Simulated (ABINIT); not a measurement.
BP:

```
P B
1.0
     0.00000    2.26900    2.26900
     2.26900    0.00000    2.26900
     2.26900    2.26900    0.00000
P B
1 1
Direct
  0.75000 0.75000 0.75000
  0.00000 0.00000 0.00000
```

Base run:

* Program: ABINIT 10.8.3 (patched build)
* Functional: SCAN
* Potentials or basis: JTH PAW PBE v2.0
* Cutoff: 653 eV
* k mesh: 10 × 10 × 10
* Occupations: fermi-dirac, width 0.05 eV
* Spin: no spin polarisation

Its results: band gap on the k mesh 1.55 eV, indirect (least direct gap 3.79 eV); pressure -1.6 GPa.

Task: After a change of settings the same cell gave: band gap on the k mesh 1.46 eV, indirect (least direct gap 3.61 eV); pressure -1.0 GPa. Which change was it?
A. functional from SCAN to LDA-VWN; potentials or basis from JTH PAW PBE v2.0 to PseudoDojo NC SR LDA v0.4.1 standard; cutoff from 653 eV to 1034 eV
B. functional from SCAN to r2SCAN; potentials or basis from JTH PAW PBE v2.0 to SPMS NC PBE v1.0; cutoff from 653 eV to 980 eV
C. functional from SCAN to rSCAN
D. functional from SCAN to rPW86PBE; potentials or basis from JTH PAW PBE v2.0 to PseudoDojo NC SR PBE v0.4.1 standard; cutoff from 653 eV to 1034 eV

Result: C.

Caveats: the PAW data sets were made with another functional, which shifts forces and pressure a little.

Runs at the PBE level aren't shown here.
